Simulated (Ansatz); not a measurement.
Crystal: CuO.

```
CELL_PARAMETERS angstrom
2.34185 -1.71130 0.00000
-1.49182 -1.71130 -5.05787
2.34185 5.13390 0.00000
ATOMIC_POSITIONS crystal
Cu 0.32133 0.95658 0.29054
Cu 0.67867 0.04342 0.70946
Cu 0.32256 0.52186 0.68365
Cu 0.67744 0.47814 0.31635
O 0.41767 0.70732 0.00990
O 0.41393 0.79268 0.65850
O 0.22494 0.34817 0.07342
O 0.94346 0.15183 0.25818
```

Base run:

```yaml
Program: Ansatz 0.2.0
Functional: PBE
Potentials_or_basis: Ansatz PAW
Cutoff: 800 eV
Density_cutoff: 3200 eV
k_mesh: 9 × 5 × 5
Occupations: fermi-dirac, width 0.05 eV
Spin: no spin polarisation
```

Its results: band gap on the k mesh none (metal or under the smearing width); pressure 55.7 GPa; largest force 16.278 eV/Å.

Q: The run is repeated on the same cell with these changes: functional from PBE to LDA; cutoff from 800 eV to 420 eV (not typed: the program's choice for these potentials); hubbard terms from none to Cu d U = 4.5 eV; hubbard projectors from none to ortho-atomic (the default). What comes out?

A: Band gap on the k mesh none (metal or under the smearing width); pressure 42.1 GPa; largest force 15.668 eV/Å.

Several settings changed at once, so the effect can't be laid on one alone.

Caveats: a pressure of tens of GPa on the cell as given is suspect, and the run, the potentials or the cell itself is likely at fault; the run has no spin polarisation, though such a crystal can be magnetic; forces of over 1 eV/Å show positions far from the minimum, so gaps and moduli don't describe the material at rest; semilocal functionals often make such compounds metallic where correlation or magnetic order opens a gap, which also shifts bond lengths (some runs); U without spin polarisation on a metal has little footing (some runs); the PAW data sets come from PBE, with cores solved anew for the run's functional, which leaves a small shift of forces and pressure (some runs).
